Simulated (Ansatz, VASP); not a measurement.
Os in VASP and in Ansatz

INCAR

```
PREC = Accurate
ENCUT = 520
EDIFF = 1E-6
ISMEAR = 0
SIGMA = 0.15
LREAL = F
LASPH = T
NELM = 80
ALGO = Normal
ISIF = 2
LWAVE = F
LCHARG = F
GGA = PE
NBANDS = 15
```

The input KPOINTS:

```
regular mesh
0
Gamma
  18 18 12
```

POSCAR

```
Os
1.0
    2.9528279736      0.0000000000      0.0000000000
   -1.4764139868      2.5572240381      0.0000000000
    0.0000000000      0.0000000000      4.6652760000
Os
2
Direct
    0.3333333333      0.6666666667      0.2500000000
    0.6666666667      0.3333333333      0.7500000000
```

Input for Ansatz:

```yaml
crystal:
  lattice:
    - [2.9528279736, 0.0, 0.0]
    - [-1.4764139868, 2.5572240381, 0.0]
    - [0.0, 0.0, 4.665276]
  atoms:
    - { symbol: Os, position: [0.3333333333, 0.6666666667, 0.25] }
    - { symbol: Os, position: [0.6666666667, 0.3333333333, 0.75] }
basis:
  ecutwfc: 420
kpoints:
  mp_grid: { grid: [18, 18, 12] }
hamiltonian:
  xc: pbe
scf:
  occupations: { method: gaussian, width: 0.15 }
output:
  forces: true
  stress: true
  eigenvalues: true
```

Change from the starting cell: strain +0.080 along x and y, +0.080 along z, atoms carried along.

Alike in both runs: task single point; functional PBE; k mesh 18 × 18 × 12; occupations gaussian, width 0.15 eV; no spin polarisation.

|  | VASP | Ansatz |
| --- | --- | --- |
| version | VASP 6.6.1 | Ansatz 0.2.0 |
| potentials or method | VASP PAW PBE potentials, release 64 (Os) | scalar-relativistic, plane waves, PAW |
| plane-wave cutoff (eV) | 520 | 420 |
| valence electrons in the cell | 16 | 32 |

```csv
,VASP,Ansatz,Ansatz less VASP
gap on the k mesh at the Fermi level (eV),none,none,-
pressure (GPa),-50.3,-49.8,+0.44
largest component of the traceless stress (GPa),2.48,2.46,-0.018
```

A gap of «none» marks a metal or a gap that the smearing closes. The two sets of potentials don't hold the same shells in valence.

Caveats: the cell as given lies far from equilibrium; so large a pressure means that the cell lies far from this level's equilibrium, or that cutoff or potentials fall short (VASP). Spin-orbit coupling is left out, which matters for the levels of Os.
